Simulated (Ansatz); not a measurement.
# Si (Fd-3m): an equation of state far from equilibrium

One table from this session's results is given with a row withheld; the runs are named, their logs left out.

The COD entry's cell or inner coordinates are ideal or old and differ from later refinements, so a difference from it is no clean test against experiment.

Computed with Ansatz 0.2.0 (DFT PBEsol, scalar-relativistic, plane waves, PAW, unless a step's input says otherwise).

### The system as given

The structure is cubic, space group Fd-3m (No. 227). The conventional cell has a = 5.434 Å, b = 5.434 Å, c = 5.434 Å, α = 90.00°, β = 90.00°, γ = 90.00°. Si (site symmetry -43m) has 4 Si at 2.35 Å as nearest neighbours.

As a file:

```xyz
2
Lattice="0.0000 2.7172 2.7172 2.7172 0.0000 2.7172 2.7172 2.7172 0.0000" Properties=species:S:1:pos:R:3 pbc="T T T"
Si    4.0758    4.0758    4.0758
Si    2.7172    2.7172    2.7172
```

An earlier run at PBEsol left this cell at 20.061 Å³/atom and -0.04 GPa (14×14×14 mesh).

The first run:

input.yaml reads:

```yaml
crystal:
  lattice:
    - [0.0, 2.6804502073, 2.6804502073]
    - [2.6804502073, 0.0, 2.6804502073]
    - [2.6804502073, 2.6804502073, 0.0]
  atoms:
    - { symbol: Si, position: [0.75, 0.75, 0.75] }
    - { symbol: Si, position: [0.5, 0.5, 0.5] }
basis:
  ecutwfc: 420
  ecutrho_ratio: 4
kpoints:
  mp_grid: { grid: [14, 14, 14] }
hamiltonian:
  xc: pbesol
scf:
  occupations: { method: gaussian, width: 0.05 }
output:
  forces: true
  stress: true
  eigenvalues: true
```

Command:

```console
ansatz run input.yaml --threads 1 --pin off --max-ram 2560MiB --backend cpu --events-out ev --progress --plain --runs-dir out
```

Steps of the session up to this table: Volume × 0.96; Volume × 1.04; Volume × 0.92; Volume × 0.88; Volume × 0.84; Volume × 0.8; Volume × 0.76; Volume × 0.72; Volume × 0.68; Volume × 0.64.

One table of the session follows, with a row left open; its other results are not shown here.

| volume (Å³/atom) | energy above the lowest (meV/atom) | pressure (GPa) | gap on the mesh (eV) |
| --- | --- | --- | --- |
| 12.839 | 1582.3 | 100.7 | 0.00 |
| 13.641 | 1137.4 | 77.8 | 0.00 |
| 14.444 | 795.4 | 59.5 | 0.00 |
| 15.246 | 535.6 | 44.8 | 0.00 |
| 16.049 | 341.8 | 33.0 | 0.00 |
| 16.851 | ? | ? | ? |
| 17.654 | 104.6 | 15.6 | 0.21 |
| 18.456 | 43.0 | 9.3 | 0.30 |
| 19.259 | 9.9 | 4.1 | 0.39 |
| 20.061 | 0.0 | 0.0 | 0.47 |
| 20.863 | 8.9 | -3.4 | 0.53 |

Q: Estimate the row for volume (Å³/atom) = 16.851 from the others.

Worked estimate for «energy above the lowest (meV/atom)». A straight line through the neighbours (16.049, 341.8) and (17.654, 104.6) gives 341.8 + (104.6 − 341.8) × (16.851 − 16.049) / (17.654 − 16.049) = 223.3; a parabola fitted to 4 rows on both sides gives 201.3.

As computed: energy above the lowest (meV/atom): 201.5; pressure (GPa): 23.4; gap on the mesh (eV): 0.10. In «energy above the lowest (meV/atom)» the line misses by +21.8 and the parabola by -0.2.

Limits of these values: The k mesh is not the same at all volumes. Other structures may be lower in enthalpy at these pressures.
